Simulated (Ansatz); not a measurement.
PbSe (zincblende), relaxed with r2SCAN. Space group F-43m (No. 216), cubic; a = 6.846 Å in the conventional setting, 40.11 Å³ an atom. Pb has 4 Se at 2.96 Å; Se has 4 Pb at 2.96 Å.

```cif
data_structure
_symmetry_space_group_name_H-M 'F-43m'
_symmetry_Int_Tables_number 216
_cell_length_a 6.8464
_cell_length_b 6.8464
_cell_length_c 6.8464
_cell_angle_alpha 90.000
_cell_angle_beta 90.000
_cell_angle_gamma 90.000
_cell_volume 320.91
loop_
_atom_site_label
_atom_site_type_symbol
_atom_site_symmetry_multiplicity
_atom_site_Wyckoff_symbol
_atom_site_fract_x
_atom_site_fract_y
_atom_site_fract_z
_atom_site_occupancy
Pb1 Pb 4 a 0.00000 0.00000 0.00000 1
Se1 Se 4 d 0.25000 0.25000 0.75000 1
```

5 runs of Ansatz on this cell differ in the functional (and in the settings that go with it). Levels are in eV from each run's valence top; v1 is the last filled band, c1 the first empty one.

Run A, mean stress +3.5 GPa (compression positive):

| point | v4 | v3 | v2 | v1 | c1 | c2 |
| --- | --- | --- | --- | --- | --- | --- |
| Γ | -7.72 | -2.80 | -2.80 | -2.80 | 7.30 | 7.30 |
| X | -10.99 | -4.43 | -4.43 | -0.80 | 5.32 | 11.04 |
| U | -10.93 | -5.01 | -4.16 | -0.46 | 6.57 | 9.63 |

Run B, mean stress -2.0 GPa (compression positive):

| point | v4 | v3 | v2 | v1 | c1 | c2 |
| --- | --- | --- | --- | --- | --- | --- |
| Γ | -6.52 | -1.62 | -1.62 | -1.62 | 2.02 | 2.02 |
| X | -8.33 | -2.87 | -2.87 | -0.55 | 0.46 | 4.76 |
| U | -8.29 | -3.30 | -2.66 | -0.42 | 1.54 | 3.81 |

Run C, mean stress +0.1 GPa (compression positive):

| point | v4 | v3 | v2 | v1 | c1 | c2 |
| --- | --- | --- | --- | --- | --- | --- |
| Γ | -6.84 | -1.95 | -1.95 | -1.95 | 3.29 | 3.29 |
| X | -9.04 | -3.31 | -3.31 | -0.62 | 1.68 | 6.33 |
| U | -8.99 | -3.77 | -3.08 | -0.42 | 2.80 | 5.29 |

Run D, mean stress -0.2 GPa (compression positive):

| point | v4 | v3 | v2 | v1 | c1 | c2 |
| --- | --- | --- | --- | --- | --- | --- |
| Γ | -6.64 | -1.85 | -1.85 | -1.85 | 2.79 | 2.79 |
| X | -8.77 | -3.15 | -3.15 | -0.58 | 1.18 | 5.74 |
| U | -8.72 | -3.59 | -2.93 | -0.40 | 2.28 | 4.72 |

Run E, mean stress +0.8 GPa (compression positive):

| point | v4 | v3 | v2 | v1 | c1 | c2 |
| --- | --- | --- | --- | --- | --- | --- |
| Γ | -6.39 | -1.64 | -1.64 | -1.64 | 2.10 | 2.10 |
| X | -8.24 | -2.87 | -2.87 | -0.53 | 0.62 | 4.84 |
| U | -8.20 | -3.28 | -2.66 | -0.39 | 1.66 | 3.93 |

**Question.** Match the runs to LDA, PBE, r2SCANh, PBE0, Hartree-Fock.

**Answer.** A is Hartree-Fock, B is LDA, C is PBE0, D is r2SCANh, E is PBE. In order of the gap: LDA 0.46, PBE 0.62, r2SCANh 1.18, PBE0 1.68, Hartree-Fock 5.32 eV.

Simulation only: spin-unpolarised, and no claim that this is the phase found in nature.

Spin-orbit coupling is left out; in compounds of Pb, Bi, Tl or Hg it can lower a gap by up to about 1 eV, split its edges or invert the bands.

The stress of a hybrid is loosely converged in these runs.

The meshes of the hybrids are coarse, so their gaps aren't converged to the digits shown.
